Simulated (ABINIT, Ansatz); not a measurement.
# Converging GW for CaO (Lime) in ABINIT

Aim: raise bands and screening cutoff together for CaO (Lime) and follow gap and time.

Calculated with ABINIT 10.8.3; PBE and many-body steps on it, plane waves.

## 1. The structure

The structure is cubic, space group Fm-3m (No. 225). The conventional cell has a = 4.813 Å, b = 4.813 Å, c = 4.813 Å, α = 90.00°, β = 90.00°, γ = 90.00°. Ca has 6 O at 2.41 Å nearest. O has 6 Ca at 2.41 Å nearest. Farther neighbours and most contacts between anions are not listed.

Coordinates:

```cif
data_structure
_symmetry_space_group_name_H-M 'Fm-3m'
_symmetry_Int_Tables_number 225
_cell_length_a 4.8130
_cell_length_b 4.8130
_cell_length_c 4.8130
_cell_angle_alpha 90.000
_cell_angle_beta 90.000
_cell_angle_gamma 90.000
_cell_volume 111.49
loop_
_atom_site_label
_atom_site_type_symbol
_atom_site_symmetry_multiplicity
_atom_site_Wyckoff_symbol
_atom_site_fract_x
_atom_site_fract_y
_atom_site_fract_z
_atom_site_occupancy
Ca1 Ca 4 a 0.00000 0.00000 0.00000 1
O1 O 4 b 0.50000 0.00000 0.00000 1
```

The cell and positions come from the Crystallography Open Database and are kept as given unless a step says otherwise.

## 2. Empty states on the mesh, 6×6×6 mesh, 522 bands

This step: ABINIT 10.8.3; DFT, PBE, plane waves, norm-conserving pseudopotentials.

The sums over transitions need many empty states on a uniform mesh; this step solves for them.

Input file run.abi:

```
acell 3*1.0 Angstrom
rprim 
  -0.000000000000 2.406500000000 2.406500000000
  2.406500000000 -0.000000000000 2.406500000000
  2.406500000000 2.406500000000 -0.000000000000
ntypat 2
znucl 20 8
natom 2
typat 1 2
xred 
  0.000000000000 0.000000000000 0.000000000000
  0.500000000000 0.500000000000 0.500000000000
pp_dirpath "pseudos"
pseudos "Ca.upf, O.upf"
ecut 36
ngkpt 6 6 6
nshiftk 1
shiftk 0 0 0
kptopt 1
chksymbreak 0
irdden 1
istwfk *1
nband 522
prtvol 0
optdriver 6
gwr_task "HDIAGO"
paral_kgb 0
occopt 1
indata_prefix "in"
outdata_prefix "out"
tmpdata_prefix "tmp"
```

The run is started by

```console
OMP_NUM_THREADS=1 mpirun -n 8 abinit run.abi > log
```

The log of the run:

```text
.Version 10.8.3 of ABINIT. v10.8.2 released Aug 2026.

 Symmetries : space group Fm -3 m (#225); Bravais cF (face-center cubic)
[... echo of the input left out ...]
== DATASET  1 ==================================================================
-   mpi_nproc: 8, omp_nthreads: 1 (-1 if OMP is not activated)

--- !DatasetInfo
iteration_state: {dtset: 1, }
dimensions: {natom: 2, nkpt: 16, mband: 522, nsppol: 1, nspinor: 1, nspden: 1, mpw: 1964, }
cutoff_energies: {ecut:  36.0, pawecutdg:  -1.0, }
[...]
Indirect band gap semiconductor
 Fundamental gap:     3.662 (eV)
   VBM:     5.064 (eV) at k: [ 0.0000E+00,  0.0000E+00,  0.0000E+00]
   CBM:     8.727 (eV) at k: [ 5.0000E-01,  5.0000E-01,  0.0000E+00]
 Direct gap:         4.037 (eV) at k: [ 5.0000E-01,  5.0000E-01,  0.0000E+00]

== END DATASET(S) ==============================================================
================================================================================

 -outvars: echo values of variables after computation  --------
           etotal      0.0000000000E+00
            nband         522
             nkpt          16
          spgroup         225
 [... the other variables as echoed above ...]

 Calculation completed.
```

Run time: 14 s. Hardware: 8 MPI ranks of Arm Neoverse V2, shared host; peak memory 2.2 GiB.

This step gave:

```
gap                                                           : 3.662 eV
k of the valence top                                          : 0, 0, 0
k of the conduction bottom                                    : 0.5, 0.5, 0
least direct gap                                              : 4.037 eV
k points computed                                             : 16
lowest point of the top converged band, above the valence top : 375.0805 eV
```

On this mesh the gap is 3.662 eV.

The density comes from a self-consistent run that is not shown.

## 3. Screening, 6×6×6 mesh, 71 bands, screening to 152.4 eV

The RPA dielectric matrix is built and inverted for each q.

This step: RPA screening on PBE, plane waves, norm-conserving pseudopotentials.

Changes to run.abi since step 2:

```diff
@@ -20,10 +20,11 @@
 chksymbreak 0
-irdden 1
 istwfk *1
-nband 522
-prtvol 0
-optdriver 6
-gwr_task "HDIAGO"
-paral_kgb 0
 occopt 1
+irdwfk 1
+optdriver 3
+nband 71
+ecuteps 5.6
+inclvkb 2
+awtr 1
+symchi 1
 indata_prefix "in"
```

The log of the run:

```text
.Version 10.8.3 of ABINIT. v10.8.2 released Aug 2026.

 Symmetries : space group Fm -3 m (#225); Bravais cF (face-center cubic)
[... echo of the input left out ...]
== DATASET  1 ==================================================================
-   mpi_nproc: 8, omp_nthreads: 1 (-1 if OMP is not activated)

--- !DatasetInfo
iteration_state: {dtset: 1, }
dimensions: {natom: 2, nkpt: 16, mband: 71, nsppol: 1, nspinor: 1, nspden: 1, mpw: 1964, }
cutoff_energies: {ecut:  36.0, pawecutdg:  -1.0, }
electrons: {nelect:   1.60000000E+01, charge:   0.00000000E+00, occopt:   1.00000000E+00, tsmear:   1.00000000E-02, }

 SCREENING: Calculation of the susceptibility and dielectric matrices

 Based on a program developped by R.W. Godby, V. Olevano, G. Onida, and L. Reining.
 Incorporated in ABINIT by V. Olevano, G.-M. Rignanese, and M. Torrent.
.Using double precision arithmetic ; gwpc =  8

[... cell and pseudopotentials left out ...]
--------------------------------------------------------------------------------

 ==== K-mesh for the wavefunctions ====
 Number of points in the irreducible wedge :    16
[... list of points left out ...]
 Together with 48 symmetry operations and time-reversal symmetry
 yields   216 points in the full Brillouin Zone.

 ==== Q-mesh for the screening function ====
 Number of points in the irreducible wedge :    16
[... list of points left out ...]
 Together with 48 symmetry operations and time-reversal symmetry
 yields   216 points in the full Brillouin Zone.

 setmesh: FFT mesh size selected  =    24x   24x   24
          total number of points  =        13824

 vcoul_init : cutoff-mode = AUXILIARY_FUNCTION
 q-points for optical limit:   1
     1)      0.000010    0.000020    0.000030

- screening: taking advantage of time-reversal symmetry
- Maximum band index for partially occupied states nbvw = 8
- Remaining bands to be divided among processors   nbcw = 63
- Number of bands treated by each node ~7

 Number of electrons calculated from density =   16.0000; Expected =   16.0000
 average of density, n =  0.085062
 r_s =    1.4106
 omega_plasma =   28.1335 [eV]

 calculating chi0 at frequencies [eV] :
  1    0.000000E+00    0.000000E+00
  2    0.000000E+00    2.813348E+01

--------------------------------------------------------------------------------
  q-point number  1        q = ( 0.000000, 0.000000, 0.000000) [r.l.u.]
--------------------------------------------------------------------------------
[... chi0 elements left out ...]
 For q-point:  0.000010 0.000020 0.000030
  dielectric constant =   3.5713
  dielectric constant without local fields =   3.9201

  Average fulfillment of the sum rule on Im[epsilon] for q-point    1 :     65.58  [%]
[... wings left out ...]
  q-point number  2        q = ( 0.166667, 0.000000, 0.000000) [r.l.u.]
--------------------------------------------------------------------------------
[... chi0 elements left out ...]
  Average fulfillment of the sum rule on Im[epsilon] for q-point    2 :     79.20  [%]

 [... 14 further q-points ...]
```

It took 20 s on 8 MPI ranks; peak memory 1.1 GiB; 2.6 min of CPU time.

Numbers from this step:

```
ε∞ with local fields, on this mesh, along the program's q direction : 3.571
the same without local fields                                       : 3.920
plasma frequency                                                    : 28.13 eV
plane waves in the screening matrix                                 : 113
```

Local fields lower ε∞ by 9 %.

## 4. 71 bands, 152.4 eV

The self-energy is evaluated for the states that the input lists, and the levels follow from it, in one-shot runs by the linearised quasiparticle equation.

This step: G0W0 on PBE, plane waves, norm-conserving pseudopotentials.

Changes to run.abi since step 3:

```diff
@@ -23,8 +23,17 @@
 irdwfk 1
-optdriver 3
+optdriver 4
 nband 71
+gwcalctyp 0
+ecutsigx 36
+symsigma 1
+nkptgw 2
+kptgw 
+  0.0000000000 0.0000000000 0.0000000000
+  0.5000000000 0.5000000000 0.0000000000
+bdgw 
+  6 12
+  7 10
 ecuteps 5.6
-inclvkb 2
-awtr 1
-symchi 1
+irdscr 1
+ppmodel 1
 indata_prefix "in"
```

The log of the run:

```text
.Version 10.8.3 of ABINIT. v10.8.2 released Aug 2026.

 Symmetries : space group Fm -3 m (#225); Bravais cF (face-center cubic)
[... echo of the input left out ...]
== DATASET  1 ==================================================================
-   mpi_nproc: 8, omp_nthreads: 1 (-1 if OMP is not activated)

--- !DatasetInfo
iteration_state: {dtset: 1, }
dimensions: {natom: 2, nkpt: 16, mband: 71, nsppol: 1, nspinor: 1, nspden: 1, mpw: 1964, }
cutoff_energies: {ecut:  36.0, pawecutdg:  -1.0, }
electrons: {nelect:   1.60000000E+01, charge:   0.00000000E+00, occopt:   1.00000000E+00, tsmear:   1.00000000E-02, }

 SIGMA: Calculation of the GW corrections

 Based on a program developped by R.W. Godby, V. Olevano, G. Onida, and L. Reining.
 Incorporated in ABINIT by V. Olevano, G.-M. Rignanese, and M. Torrent.
.Using double precision arithmetic ; gwpc =  8

[... cell and pseudopotentials left out ...]
--------------------------------------------------------------------------------

 ==== K-mesh for the wavefunctions ====
 Number of points in the irreducible wedge :    16
[... list of points left out ...]
 Together with 48 symmetry operations and time-reversal symmetry
 yields   216 points in the full Brillouin Zone.

 ==== Q-mesh for screening function ====
 Number of points in the irreducible wedge :    16
[... list of points left out ...]
 Together with 48 symmetry operations and time-reversal symmetry
 yields   216 points in the full Brillouin Zone.

 vcoul_init : cutoff-mode = AUXILIARY_FUNCTION
 q-points for optical limit:   1
     1)      0.000010    0.000020    0.000030
 setmesh: FFT mesh size selected  =    36x   36x   36
          total number of points  =        46656

 Number of electrons calculated from density =   16.0000; Expected =   16.0000
 average of density, n =  0.085062
 r_s =    1.4106
 omega_plasma =   28.1335 [eV]

 === KS Band Gaps ===
  >>>> For spin  1
   Minimum direct gap =   4.0368 [eV], located at k-point      :   0.5000  0.5000  0.0000
   Fundamental gap    =   3.6624 [eV], Top of valence bands at :   0.0000  0.0000  0.0000
                                       Bottom of conduction at :   0.5000  0.5000  0.0000
 SIGMA fundamental parameters:
 PLASMON POLE MODEL  1
 number of plane-waves for SigmaX                 1917
 number of plane-waves for SigmaC and W            113
 number of plane-waves for wavefunctions          1917
 number of bands                                    71
 number of independent spin polarizations            1
 number of spinorial components                      1
 number of k-points in IBZ                          16
 number of q-points in IBZ                          16
 number of symmetry operations                      48
 number of k-points in BZ                          216
 number of q-points in BZ                          216
 number of frequencies for dSigma/dE                 9
 frequency step for dSigma/dE [eV]                0.25
 number of omega for Sigma on real axis              0
 max omega for Sigma on real axis  [eV]           0.00
 zcut for avoiding poles [eV]                     0.10

 EPSILON^-1 parameters (SCR file):
 dimension of the eps^-1 matrix on file            113
 dimension of the eps^-1 matrix used               113
 number of plane-waves for wavefunctions          1917
 number of bands                                    71
 number of q-points in IBZ                          16
 number of frequencies                               2
 number of real frequencies                          1
 number of imag frequencies                          1

 matrix elements of self-energy operator (all in [eV])

 Perturbative Calculation

--- !SelfEnergy_ee
iteration_state: {dtset: 1, }
kpoint     : [   0.000,    0.000,    0.000, ]
spin       : 1
KS_gap     :    4.714
QP_gap     :    6.089
Delta_QP_KS:    1.374
data: !SigmaeeData |
     Band     E0 <VxcDFT>   SigX SigC(E0)      Z dSigC/dE  Sig(E)    E-E0       E
        6   5.064 -19.387 -24.633   4.255   0.785  -0.274 -20.165  -0.778   4.287
        7   5.064 -19.387 -24.633   4.255   0.785  -0.274 -20.165  -0.778   4.287
        8   5.064 -19.387 -24.633   4.255   0.785  -0.274 -20.165  -0.778   4.287
        9   9.779 -10.893  -6.430  -3.758   0.846  -0.182 -10.296   0.597  10.376
       10  11.292 -13.900  -7.002  -4.502   0.844  -0.185 -11.879   2.021  13.313
       11  11.292 -13.900  -7.002  -4.502   0.844  -0.185 -11.879   2.021  13.313
       12  11.292 -13.900  -7.002  -4.502   0.844  -0.185 -11.879   2.021  13.313

--- !SelfEnergy_ee
iteration_state: {dtset: 1, }
kpoint     : [   0.500,    0.500,    0.000, ]
spin       : 1
KS_gap     :    4.037
QP_gap     :    6.228
Delta_QP_KS:    2.191
data: !SigmaeeData |
     Band     E0 <VxcDFT>   SigX SigC(E0)      Z dSigC/dE  Sig(E)    E-E0       E
        7   4.690 -18.916 -24.314   4.257   0.784  -0.275 -19.810  -0.895   3.795
        8   4.690 -18.916 -24.314   4.257   0.784  -0.275 -19.810  -0.895   3.795
        9   8.727 -11.430  -5.899  -4.008   0.851  -0.174 -10.134   1.296  10.023
       10  13.087 -16.112  -8.832  -4.551   0.835  -0.197 -13.833   2.279  15.366

== END DATASET(S) ==============================================================
================================================================================

 -outvars: echo values of variables after computation  --------
           etotal      0.0000000000E+00
            nband          71
             nkpt          16
          spgroup         225
 [... the other variables as echoed above ...]

 Calculation completed.
```

Elapsed: 3.5 s, on 8 MPI ranks; peak memory 1.1 GiB; 27 s of CPU time.

Numbers from this step:

```
G0W0 gap on the points computed              : 5.736 eV
starting gap on the mesh                     : 3.662 eV
k of the valence top                         : 0, 0, 0
k of the conduction bottom                   : 0.5, 0.5, 0
Z at the valence top                         : 0.785
Z at the conduction bottom                   : 0.851
least direct G0W0 gap on the computed points : 6.089 eV
```

The gap on the mesh goes from 3.66 eV to 5.74 eV, a correction of +2.07 eV.

## 5. Screening, 6×6×6 mesh, 214 bands, screening to 283 eV

This step: RPA screening on PBE, plane waves, norm-conserving pseudopotentials.

Changes to run.abi since step 4:

```diff
@@ -23,17 +23,8 @@
 irdwfk 1
-optdriver 4
-nband 71
-gwcalctyp 0
-ecutsigx 36
-symsigma 1
-nkptgw 2
-kptgw 
-  0.0000000000 0.0000000000 0.0000000000
-  0.5000000000 0.5000000000 0.0000000000
-bdgw 
-  6 12
-  7 10
-ecuteps 5.6
-irdscr 1
-ppmodel 1
+optdriver 3
+nband 214
+ecuteps 10.4
+inclvkb 2
+awtr 1
+symchi 1
 indata_prefix "in"
```

The log of the run:

```text
.Version 10.8.3 of ABINIT. v10.8.2 released Aug 2026.

 Symmetries : space group Fm -3 m (#225); Bravais cF (face-center cubic)
[... echo of the input left out ...]
== DATASET  1 ==================================================================
-   mpi_nproc: 8, omp_nthreads: 1 (-1 if OMP is not activated)

--- !DatasetInfo
iteration_state: {dtset: 1, }
dimensions: {natom: 2, nkpt: 16, mband: 214, nsppol: 1, nspinor: 1, nspden: 1, mpw: 1964, }
cutoff_energies: {ecut:  36.0, pawecutdg:  -1.0, }
electrons: {nelect:   1.60000000E+01, charge:   0.00000000E+00, occopt:   1.00000000E+00, tsmear:   1.00000000E-02, }

 SCREENING: Calculation of the susceptibility and dielectric matrices

 Based on a program developped by R.W. Godby, V. Olevano, G. Onida, and L. Reining.
 Incorporated in ABINIT by V. Olevano, G.-M. Rignanese, and M. Torrent.
.Using double precision arithmetic ; gwpc =  8

[... cell and pseudopotentials left out ...]
--------------------------------------------------------------------------------

 ==== K-mesh for the wavefunctions ====
 Number of points in the irreducible wedge :    16
[... list of points left out ...]
 Together with 48 symmetry operations and time-reversal symmetry
 yields   216 points in the full Brillouin Zone.

 ==== Q-mesh for the screening function ====
 Number of points in the irreducible wedge :    16
[... list of points left out ...]
 Together with 48 symmetry operations and time-reversal symmetry
 yields   216 points in the full Brillouin Zone.

 setmesh: FFT mesh size selected  =    27x   27x   27
          total number of points  =        19683

 vcoul_init : cutoff-mode = AUXILIARY_FUNCTION
 q-points for optical limit:   1
     1)      0.000010    0.000020    0.000030

- screening: taking advantage of time-reversal symmetry
- Maximum band index for partially occupied states nbvw = 8
- Remaining bands to be divided among processors   nbcw = 206
- Number of bands treated by each node ~25

 Number of electrons calculated from density =   16.0000; Expected =   16.0000
 average of density, n =  0.085062
 r_s =    1.4106
 omega_plasma =   28.1335 [eV]

 calculating chi0 at frequencies [eV] :
  1    0.000000E+00    0.000000E+00
  2    0.000000E+00    2.813348E+01

--------------------------------------------------------------------------------
  q-point number  1        q = ( 0.000000, 0.000000, 0.000000) [r.l.u.]
--------------------------------------------------------------------------------
[... chi0 elements left out ...]
 For q-point:  0.000010 0.000020 0.000030
  dielectric constant =   3.5653
  dielectric constant without local fields =   3.9236

  Average fulfillment of the sum rule on Im[epsilon] for q-point    1 :     85.49  [%]
[... wings left out ...]
  q-point number  2        q = ( 0.166667, 0.000000, 0.000000) [r.l.u.]
--------------------------------------------------------------------------------
[... chi0 elements left out ...]
  Average fulfillment of the sum rule on Im[epsilon] for q-point    2 :     89.19  [%]

 [... 14 further q-points ...]
```

It took 2 min on 8 MPI ranks; peak memory 2.4 GiB; 16 min of CPU time.

This step gave:

```
ε∞ with local fields, on this mesh, along the program's q direction : 3.565
the same without local fields                                       : 3.924
plasma frequency                                                    : 28.13 eV
plane waves in the screening matrix                                 : 307
```

(Part 1 of 2 ends here.)

[Paths, hosts, dates, memory and timing lines, banners, echoed tables and standing remarks are left out of the program output.]

[Logs are printed without paths, hosts, clocks, repeated set-up lines and the standing remarks that a program may print on its own settings, such as how far it seeks lower states.]

[Runs of the session that timed out or met a known fault of the program may be left out.]

[Hosts, paths, dates, database ids (printed as entryN), source tags and the programs' standing remarks are cut or masked in the printed files.]

[G0W0 gaps are taken among the corrected bands and points alone; a level outside them can change the order at an edge.]

[Where Ansatz stands beside ABINIT at settings called matched, ABINIT's density can come from a denser mesh and the files from another edition; pairs whose starting gaps differed by over 0.03 eV were left out, so agreement reads better than it is.]
